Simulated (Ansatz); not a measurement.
# Structures of V$_{3}$H: which is lowest?

Plane-wave DFT in Ansatz with scalar-relativistic PAW potentials, cutoff 420 eV, Γ-centred meshes chosen by cell and gap, Gaussian smearing with energies taken to zero width. Every cell was relaxed (cell and atoms) in a run of its own, within the symmetry of its start. Functional: PBE.

Relaxed structures (starts from databases or built by putting these elements on another compound's sites):
A. Pm-3m, 4 atoms in the computed cell, a = 3.590 Å; sites (symmetry × multiplicity) V 4/mm.m × 3, H m-3m × 1; start: built
B. Pm-3m, 4 atoms in the computed cell, a = 3.707 Å; sites (symmetry × multiplicity) V 4/mm.m × 3, H m-3m × 1; start: built

Question: Rank them by energy. Could pressure change the order?

Answer:
| structure | group | E − E(lowest) (meV/atom) | V (Å³/atom) | gap on mesh (eV) |
| --- | --- | --- | --- | --- |
| B | Pm-3m | 0.0 | 12.73 | 0.00 |
| A | Pm-3m | 51 | 11.57 | 0.00 |

B is lowest, 51 meV/atom under A. A is denser by 1.17 Å³/atom, so pressure favours it: ΔE/ΔV, with ΔE in eV and 1 eV/Å³ = 160.2 GPa, gives about 7 GPa for equal enthalpy if both cells were rigid, a rough figure since the two compress differently. Other structures may lie lower than all of these, and vibrations aren't counted.